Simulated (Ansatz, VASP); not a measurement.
Ga in VASP and in Ansatz

The input POSCAR:

```
Ga
1.0
    2.8946181636      0.0000000000      0.0000000000
   -1.4473090818      2.5068128640      0.0000000000
    0.0000000000      0.0000000000      4.5694608434
Ga
2
Direct
    0.3333333333      0.6666666667      0.2500000000
    0.6666666667      0.3333333333      0.7500000000
```

INCAR.step1

```
SYSTEM = Ga
  PREC = Accurate
  ENCUT = 520
  ISMEAR = -1
  SIGMA = 0.1
  LREAL = .FALSE.
  LASPH = .TRUE.
  NELM = 100
  NBANDS = 20
  GGA = PE
  ALGO = Normal
  EDIFF = 1E-4
  LWAVE = .TRUE.
  LCHARG = .FALSE.
```

INCAR.step2

```
SYSTEM = Ga
  PREC = Accurate
  ENCUT = 520
  EDIFF = 1E-6
  ISMEAR = -1
  SIGMA = 0.1
  LREAL = .FALSE.
  LASPH = .TRUE.
  NELM = 100
  ALGO = Normal
  ISIF = 2
  LWAVE = .FALSE.
  LCHARG = .FALSE.
  METAGGA = R2SCAN
  LMIXTAU = .TRUE.
  NBANDS = 20
  ISTART = 1
```

KPOINTS

```
regular mesh
0
G
  14 14 8
  0 0 0
```

Input for Ansatz:

```yaml
crystal:
  lattice:
    - [2.8946181636, 0.0, 0.0]
    - [-1.4473090818, 2.506812864, 0.0]
    - [0.0, 0.0, 4.5694608434]
  atoms:
    - { symbol: Ga, position: [0.3333333333, 0.6666666667, 0.25] }
    - { symbol: Ga, position: [0.6666666667, 0.3333333333, 0.75] }
hamiltonian:
  xc: r2scan
  pseudopotentials:
    kind: paw
    azcp:
      Ga: "pseudopotentials/Ga.paw.azcp"
basis:
  ecutwfc: 500
  fft_grid_basis: typed
kpoints:
  mp_grid: { grid: [14, 14, 8], shift: [0, 0, 0] }
magnetization:
  spin_polarized: false
scf:
  occupations: { method: fermi_dirac, width: 0.1 }
  lower_state_search: "off"
output:
  stress: true
  write_density: true
  write_potential: true
  elf: true
  volumetric_format: npy
```

Alike in both runs: task single point; functional r2SCAN; k mesh 14 × 14 × 8; occupations fermi-dirac, width 0.1 eV; no spin polarisation.

```csv
,VASP,Ansatz
version,VASP 6.6.1,Ansatz 0.2.0
potentials or method,"VASP PAW PBE potentials, release 64 (Ga_d)","plane waves (500 eV) with PAW, scalar-relativistic"
plane-wave cutoff (eV),520,500
valence electrons in the cell,26,26
```

```csv
,VASP,Ansatz,Ansatz less VASP
pressure (GPa),6.1,6.0,-0.05
largest component of the traceless stress (GPa),0.51,0.43,-0.089
```

Caveats: the PAW data sets were made with another functional, which shifts forces and pressure a little (VASP).
